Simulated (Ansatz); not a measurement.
Input and command of a plane-wave DFT calculation in Ansatz:

```yaml
crystal:
  lattice:
    - [2.91681, 0.0, 0.0]
    - [0.0, 2.91681, 0.0]
    - [0.0, 0.0, 3.06639]
  atoms:
    - { symbol: Al, position: [0.0, 0.0, 0.0] }
    - { symbol: Ru, position: [0.5, 0.5, 0.5] }
basis:
  ecutwfc: 420
kpoints:
  mp_grid: { grid: [16, 16, 16] }
hamiltonian:
  xc: pbesol
scf:
  occupations: { method: gaussian, width: 0.15 }
output:
  forces: true
  stress: true
  eigenvalues: true
```

```bash
ansatz run input.yaml --threads 1 --pin off --max-ram 2560MiB --backend cpu --events-out ev --progress --plain --runs-dir out
```

Processor: Intel(R) Xeon(R) Processor @ 2.70GHz, 1 thread, on a host shared with other jobs.

Question: How long does it run, and how much memory does it take?

Answer: About 6.6 s on 1 thread of Intel(R) Xeon(R) Processor @ 2.70GHz, with other jobs on the host, peak memory 0.43 GiB. It solves 14 bands at 405 k points (the mesh reduced by the symmetry that the task leaves, which can be less than the crystal's) with about 503 plane waves, in 6 SCF iterations.
